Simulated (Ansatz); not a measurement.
Computed with DFT PBE, scalar-relativistic, plane waves, PAW in Ansatz 0.2.0. Settings: cutoff 420 eV, Γ-centred meshes spaced at most about 0.3 Å⁻¹, and about 0.25 Å⁻¹ or finer for metals (2π included), Gaussian smearing. No spin polarisation in the final relaxations.

All energies are static (0 K, no zero-point motion). Lower structures may exist.

Question: Which of these relaxed structures of TaSi₂ is the lowest in energy?
A. Space group F-43m (No. 216), cubic, a = 5.915 Å. Ta is surrounded by 4 Si at 2.56 Å and 6 Si at 2.96 Å; Si on its first site has 4 Si at 2.56 Å and 6 Ta at 2.96 Å; Si on its second site has 4 Si at 2.56 Å and 4 Ta at 2.56 Å.
B. Space group P6/mmm (No. 191), hexagonal, a = 4.408 Å, c = 2.649 Å. Ta has 2 Ta at 2.65 Å and 12 Si at 2.87 Å; around Si lie 5 Si at 2.54–2.65 Å and 6 Ta at 2.87 Å.
C. Space group R-3m (No. 166), trigonal, a = 4.528 Å, c = 8.923 Å. Ta has 8 Si at 2.63–2.64 Å; Si is surrounded by 4 Ta at 2.63–2.64 Å and 3 Si at 2.70 Å.
D. Space group P6_422 (No. 181), hexagonal, a = 4.806 Å, c = 6.597 Å. Ta is surrounded by 10 Si at 2.62–2.84 Å and 4 Ta at 3.26 Å; around Si lie 3 Si at 2.57–2.64 Å, 5 Ta at 2.62–2.84 Å, 2 Si at 2.84 Å, 2 Si at 3.18 Å and 2 Si at 3.34 Å.

Answer: D. It has space group P6_422 (No. 181); the next, B, with space group P6/mmm (No. 191), lies 0.50 eV/atom higher. Counting Si atoms around Ta (those within 1.25 times the shortest such distance or 1.15 times the sum of covalent radii), the lowest has Ta 10 and the next has Ta 12. The next holds Si–Si bonds in all directions (shortest 2.54 Å); in the lowest the shortest Si–Si distance is 2.57 Å, near bonding range too.

These runs have no spin–orbit coupling, which can matter for Ta. A magnetic state wasn't ruled out in cells without spin, among them P6_422, P6/mmm, R-3m, F-43m. The P6_422 cell at 14.7 Å³/atom was relaxed from a cell as deposited in COD. Cells relaxed within their symmetry can be saddle points. Some structure types and database cells were kept out of the candidates from the start, so a known form may be missing.
